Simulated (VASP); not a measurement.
A run of VASP 6.6.1 is set up as follows.

Contents of INCAR:

```
SYSTEM = Mg
PREC = Accurate
ENCUT = 520
EDIFF = 1E-6
ISMEAR = 0
SIGMA = 0.1
LREAL = .False.
LASPH = .True.
NELM = 100
ALGO = Normal
ISIF = 2
LWAVE = .False.
LCHARG = .False.
GGA = PS
NBANDS = 7
```

File KPOINTS:

```
Automatic mesh
0
Gamma
  14 14 14
  0 0 0
```

The input POSCAR:

```
Mg
1.0
    0.0000000000      2.5385378443      2.5385378443
    2.5385378443      0.0000000000      2.5385378443
    2.5385378443      2.5385378443      0.0000000000
Mg
1
Direct
    0.0000000000      0.0000000000      0.0000000000
```

Potentials or basis: VASP PAW PBE potentials, release 64 (Mg).

Launch:

```bash
$ cat potpaw_PBE.64/Mg/POTCAR > POTCAR
$ mpirun -np 1 vasp_std > vasp.out
```

**Question.** Predict the pressure.

**Answer.** -6.4 GPa.

**Question.** Predict the band gap on the k mesh.

**Answer.** None (metal or under the smearing width).

Caveat: the PAW data sets were made with another functional, which shifts forces and pressure a little.
